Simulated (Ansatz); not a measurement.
# La₂O₃, space group P-62m: a point defect in a supercell

With Ansatz's Python interface.

Interactive session:
```pycon
>>> import warnings
>>> import ansatz as az
>>> import numpy as np
>>> warnings.simplefilter('ignore', az.DeckWarning)
>>> lattice = az.Lattice.of(
...     (6.26678028, 0.0, 0.0),
...     (-3.13339014, 5.42719092, 0.0),
...     (0.0, 0.0, 3.299766),
... )
>>> sites = [
...     ('La', (1 / 3, 2 / 3, 0.5)),
...     ('La', (2 / 3, 1 / 3, 0.5)),
...     ('O', (0.491986, 0.491986, 0.0)),
...     ('O', (0.0, 0.508014, 0.0)),
...     ('O', (0.508014, 0.0, 0.0)),
... ]
>>> la2o3 = az.Crystal(lattice=lattice)
>>> for symbol, position in sites:
...     la2o3 = la2o3.atom(symbol, position)
...
>>> host = la2o3.supercell(2, 1, 2)
>>> defective = host.substitution('Sc', at=(2 / 3, 1 / 3, 0.5), replaces='La')
>>> def prepare(structure):
...     return (
...         structure.calculation()
...         .kpoints(3, 3, 2)
...         .functional('pbesol')
...         .scf(tolerance=1e-09)
...         .basis(420)
...         .occupations('gaussian', width=0.02)
...         .band_table()
...     )
...
>>> perfect = prepare(host).run(threads=1).report
>>> calc = (
...     prepare(defective)
...     .relax(force_tolerance=0.02, max_steps=40)
... )
>>> done = calc.run(threads=1)
>>> summary = done.report
>>> summary['converged'], summary['free_energy_ev']
(True, -52003.0782658561)
>>> n_host, n_defect = len(perfect['lattice']['sites']), len(summary['lattice']['sites'])
>>> print(f'perfect cell: {n_host} atoms, F = {perfect["free_energy_ev"]:.4f} eV')
perfect cell: 20 atoms, F = -56053.8144 eV
>>> print(f'defect cell:  {n_defect} atoms, F = {summary["free_energy_ev"]:.4f} eV')
defect cell:  20 atoms, F = -52003.0783 eV
>>> print(f'difference {summary["free_energy_ev"] - perfect["free_energy_ev"]:.4f} eV (no chemical potentials)')
difference 4050.7362 eV (no chemical potentials)
>>> start = np.array([site.position for site in defective.resolved().sites])
>>> step = np.array([site.position_frac for site in done.lattice.sites]) - start
>>> moved = np.linalg.norm((step - np.round(step)) @ done.lattice.cell_ang, axis=1)
>>> print('relaxation by atom (A):', ' '.join(f'{site.symbol}:{d:.3f}' for site, d in zip(done.lattice.sites, moved)))
relaxation by atom (A): La:0.156 Sc:0.014 O:0.159 O:0.082 O:0.140 La:0.010 La:0.014 O:0.159 O:0.082 O:0.140 La:0.134 La:0.035 O:0.035 O:0.220 O:0.078 La:0.018 La:0.005 O:0.035 O:0.220 O:0.078
>>> pull = np.linalg.norm(summary['forces_ev_ang'], axis=1)
>>> for atom in np.argsort(-pull)[:5]:
...     print(f'force on {done.lattice.sites[atom].symbol}{atom}: {pull[atom]:.3f} eV/A')
...
force on O13: 0.024 eV/A
force on O18: 0.024 eV/A
force on La15: 0.021 eV/A
force on La6: 0.018 eV/A
force on La10: 0.018 eV/A
```

Reading the output:
- Total energies depend on the potentials; only differences at equal settings carry meaning. A total without «per atom» is that of the whole cell that was run.
- The relaxation stopped at 0.020 eV/Å, so the energy gained is a lower bound and displacements are uncertain.
- The difference holds no chemical potentials.
- In a crystal with a gap the Fermi level's place inside it depends on smearing and mesh.
- This cell is a computed structure, which may not be the phase found in nature.
- The supercell is small, so the defect meets its images and the energies aren't those of an isolated defect; a partly filled defect level may also lower its energy by spin or distortion. For a charged cell the difference holds no correction, alignment or term for the electrons' reservoir.
- Run time: 15 min on 1 thread of Arm Neoverse V1, with other jobs on the host, peak memory 0.9 GiB.
